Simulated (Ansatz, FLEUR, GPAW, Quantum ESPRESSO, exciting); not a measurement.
C: programs and potentials compared

```
C
1.0
     0.00000    1.78337    1.78337
     1.78337    0.00000    1.78337
     1.78337    1.78337    0.00000
C
2
Direct
  0.75000 0.75000 0.75000
  0.50000 0.50000 0.50000
```

Alike in all runs: task band structure; functional RPBE; k mesh 13 × 13 × 13; occupations fermi-dirac, width 0.05 eV; no spin polarisation; no spin-orbit coupling. Pressure is positive in compression and, in plane waves, holds the error of the finite cutoff. Gaps are the smaller of the mesh's and the band path's.

```tsv
program and potentials	plane-wave cutoff (eV)	notes	band gap (eV)	pressure (GPa)
Quantum ESPRESSO, SG15 PBE 1.2	1197	potentials made for PBE	4.25	1.89
exciting, all-electron LAPW+lo, shipped species files, valence relativity iora*	-	-	4.14	-
GPAW, the program's PAW data sets (release 1.2.1) made for this functional	800	-	4.13	7.60
FLEUR, all-electron, FLAPW	-	-	?	-
Ansatz, all-electron LAPW, scalar-relativistic	-	-	4.14	7.89
```

Estimate from the other rows what the run with FLEUR, all-electron, FLAPW gave.

Band gap 4.26 eV. The other rows, which needn't bracket it: band gap 4.13 to 4.25; pressure 1.89 to 7.89.
